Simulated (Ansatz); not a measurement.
RuO2:
Space group P4₂/mnm (No. 136); a = b = 4.523 Å, c = 3.120 Å, α = β = γ = 90.00°

```
atom  site  symmetry       x       y       z
----  ----  --------  ------  ------  ------
Ru      2a      m.mm  0.0000  0.0000  0.0000
O       4f      m.2m  0.3057  0.3057  0.0000
```

Relaxed at zero pressure with plane-wave PAW PBE (Ansatz code).

### Question
The volume is lowered by 9 % and shape and atoms relax at that volume. What pressure results, and how do the axes share the change?

### Answer
29.5 GPa; a -3.8 %, b -3.8 %, c -1.7 %; the energy rises by 81 meV/atom.

### Question
Give the new structure.

### Answer

Space group P4₂/mnm (No. 136); a = 4.351 Å, b = 4.351 Å, c = 3.069 Å, α = 90.00°, β = 90.00°, γ = 90.00°

```csv
atom,site,symmetry,x,y,z
Ru,2a,m.mm,0.0000,0.0000,0.0000
O,4f,m.2m,0.3066,0.3066,0.0000
```

The phase is kept; no other phase was compared at this pressure.

Space group P4_2/mnm (rutile). The cell was relaxed with PBE under the symmetry of its start. The run is not spin-polarised.

Potentials: the earlier of the program's two PAW sets.
